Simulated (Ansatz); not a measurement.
BaTiO₃, space group Amm2: an equation of state with a fit, run with the Python package of Ansatz (0.2.0).

The script, `run_eos.py`:
```python
'''Bulk modulus of BaTiO3 from an E(V) curve.'''

from dataclasses import dataclass

import ansatz as az
import numpy as np


@dataclass
class RunConfig:
    occupations: str = 'fermi_dirac'
    scf_tol: float = 1e-10
    xc: str = 'r2scan'
    ecut: int = 600
    kmesh: tuple[int, ...] = (6, 6, 6)


opts = RunConfig()

VECTORS = np.array([
    [3.9855, 0.0, 0.0],
    [0.0, 2.8369, 2.84515],
    [0.0, -2.8369, 2.84515],
])
SITES = [
    ('Ba', (0.0, 0.0, 0.0)),
    ('Ti', (0.5, 0.5124, 0.5124)),
    ('O', (0.0, 0.4874, 0.4874)),
    ('O', (0.5, 0.50524, 0.99184)),
    ('O', (0.5, 0.99184, 0.50524)),
]


def build(cell):
    crystal = az.Crystal(lattice=az.Lattice.of(cell))
    for symbol, position in SITES:
        crystal = crystal.atom(symbol, position)
    return crystal

# uniform scaling of the cell
volumes, energies, pressures = [], [], []
for scale in np.linspace(0.92, 1.08, 7):
    cell = VECTORS * scale ** (1 / 3)
    calc = (
        build(cell).calculation()
        .pseudopotentials('paw')
        .occupations(opts.occupations)
        .scf(tolerance=opts.scf_tol)
        .functional(opts.xc)
        .basis(opts.ecut)
        .kpoints(*opts.kmesh)
        .stress()
    )
    data = calc.run(threads=1, backend='cpu').report
    volumes.append(abs(np.linalg.det(cell)) / len(SITES))
    energies.append(data['free_energy_ev'] / len(SITES))
    pressures.append(np.trace(data['stress_gpa']) / 3)
    print(f'V = {volumes[-1]:8.4f} A^3/atom  F = {energies[-1]:.5f} eV/atom  P = {pressures[-1]:8.3f} GPa')

# third-order Birch-Murnaghan: a cubic in V^(-2/3)
x = np.array(volumes) ** (-2 / 3)
poly = np.polynomial.Polynomial.fit(x, energies, 3).convert()
roots = poly.deriv().roots()
x0 = min((r.real for r in roots if abs(r.imag) < 1e-9 and poly.deriv(2)(r.real) > 0), key=lambda r: abs(r - x.mean()))
v0 = x0 ** -1.5
b0 = 4 / 9 * poly.deriv(2)(x0) * v0 ** (-7 / 3) * 160.21766
b1 = 4 + 2 / 3 * x0 * poly.deriv(3)(x0) / poly.deriv(2)(x0)
print(f'V0 = {v0:.4f} A^3/atom, B0 = {b0:.1f} GPa, dB/dP = {b1:.2f}')
```

From its runs, with one value withheld:

| V (Å³/atom) | F less the lowest row shown (meV/atom) |
| --- | --- |
| 11.838 | 46.51 |
| 12.181 | 18.21 |
| 12.524 | 3.32 |
| 12.867 | 0.00 |
| 13.211 | 6.68 |
| 13.554 | ? |
| 13.897 | 44.78 |

What is the missing energy at 13.554 Å³ an atom?

A third-order Birch-Murnaghan fit, E = E0 + (9 V0 B0 / 16) [(t - 1)³ B' + (t - 1)² (6 - 4t)] with t = (V0/V)^(2/3), through the 6 rows shown gives V0 = 12.802 Å³, B0 = 178.7 GPa, B' = 4.45 and E0 = -0.18 meV. At V = 13.554 Å³, t = 0.96269, and the fit interpolates to 21.99 meV. The run gave 22.00 meV, a miss of 0.01 meV.

No spin polarisation was allowed. Shape and fractional positions are held along the curve, so the bulk modulus is an upper value where they are free to relax. Pressure is positive in compression. The structure is a deposited one; some such entries were measured under pressure or heat, so a shift against it needn't be the functional's error alone. Timing: 3.1 min on 1 thread of Intel(R) Xeon(R) Processor @ 2.30GHz, on a shared host, peak memory 0.78 GiB.
